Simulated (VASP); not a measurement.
Write the native input for VASP 6.6.1 that does the following.

- Task: relaxation of cell and atoms
- Functional: LDA
- Potentials or basis: VASP PAW LDA potentials, release 64 (O, Si)
- Cutoff: 600 eV
- k mesh: 7 × 7 × 10
- Occupations: fermi-dirac, width 0.05 eV
- Spin: no spin polarisation
- Target pressure: 130 GPa
- P gpa: 130
- Further INCAR settings: ALGO = Normal; EDIFF = 1e-07; IBRION = 2; EDIFFG = -0.005; NSW = 60; ISIF = 3
- Target pressure: 130 GPa

The structure of SiO2 lies in POSCAR:

```
SiO2
1.0
    4.1773000000      0.0000000000      0.0000000000
    0.0000000000      4.1773000000      0.0000000000
    0.0000000000      0.0000000000      2.6655000000
O Si
4 2
Direct
    0.3061000000      0.3061000000      0.0000000000
    0.6939000000      0.6939000000      0.0000000000
    0.1939000000      0.8061000000      0.5000000000
    0.8061000000      0.1939000000      0.5000000000
    0.0000000000      0.0000000000      0.0000000000
    0.5000000000      0.5000000000      0.5000000000
```

The cell comes from a database or a generator and needn't be the stable form of this composition.

One way to write it, as run:

INCAR

```
PREC     = Accurate       # precision mode
ENCUT    = 600            # plane-wave cutoff, eV
EDIFF    = 1E-7           # SCF threshold, eV
ISMEAR   = -1             # smearing method
SIGMA    = 0.05           # smearing width, eV
LREAL    = F              # projectors in reciprocal space
LASPH    = T              # aspherical terms in the spheres
NELM     = 80             # most SCF steps
ALGO     = Normal         # electronic algorithm
ISIF     = 3              # what is computed and relaxed
LWAVE    = F              # write WAVECAR
LCHARG   = F              # write CHGCAR
GGA      = CA             # functional
IBRION   = 2              # ionic algorithm
NSW      = 60             # ionic steps
EDIFFG   = -0.005         # ionic threshold
PSTRESS  = 1300
```

KPOINTS

```
Automatic mesh
0
Gamma
  7 7 10
```

Potentials or basis: VASP PAW LDA potentials, release 64 (O, Si).

Launch:

```bash
$ cat potpaw_LDA.64/O/POTCAR potpaw_LDA.64/Si/POTCAR > POTCAR
$ mpirun -np 1 vasp_std > vasp.out
```

Results of the run:

The relaxed volume is 6.01 Å³/atom, the relaxed cell is a = 3.806 Å, b = 3.806 Å, c = 2.491 Å, α = 90.00°, β = 90.00°, γ = 90.00° and the space group after relaxing (to 0.05 Å) is P4_2/mnm (No. 136). The energy change on relaxing (the enthalpy is what falls) is +539.7 meV/atom and the ionic steps are 13. The pressure after relaxing is 130.0 GPa. The band gap on the k mesh is 6.74 eV, direct.

Caveat: the cell is relaxed towards a set pressure, so the enthalpy falls and the energy may rise; the volume moved by over 15 % at a fixed basis, so the end points are rough; an odd mesh through Γ misses points on the zone boundary, where band edges often lie.

It took 3.5 min on 1 thread of Intel(R) Xeon(R) Platinum 8488C (Sapphire Rapids) (shared host), peak memory 0.19 GiB.
